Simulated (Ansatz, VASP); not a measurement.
Two plane-wave programs on Ru

```
CELL_PARAMETERS angstrom
2.65200 0.00000 0.00000
-1.32600 2.29670 0.00000
0.00000 0.00000 4.25238
ATOMIC_POSITIONS crystal
Ru 0.33333 0.66667 0.25000
Ru 0.66667 0.33333 0.75000
```

Alike in both runs: task single point; functional PBEsol; k mesh 18 × 18 × 10; occupations gaussian, width 0.15 eV; no spin polarisation.

|  | VASP | Ansatz |
| --- | --- | --- |
| version | VASP 6.6.1 | Ansatz 0.2.0 |
| potentials or method | VASP PAW PBE potentials, release 64 (Ru_pv) | scalar-relativistic, plane waves, PAW |
| plane-wave cutoff (eV) | 520 | 420 |
| valence electrons in the cell | 28 | 32 |

|  | VASP | Ansatz | Ansatz less VASP |
| --- | --- | --- | --- |
| gap on the k mesh at the Fermi level (eV) | none | none | - |
| pressure (GPa) | 10.3 | 10.4 | +0.09 |
| largest component of the traceless stress (GPa) | 4.64 | 4.65 | +0.005 |

A gap of «none» marks a metal or a gap that the smearing closes. With one functional, cell and mesh, what is left measures potentials, basis and numerics. The two sets of potentials don't hold the same shells in valence. Ansatz warned: «pseudo_functional_mismatch».

Caveats: the PAW data sets were made with another functional, which shifts forces and pressure a little (VASP).
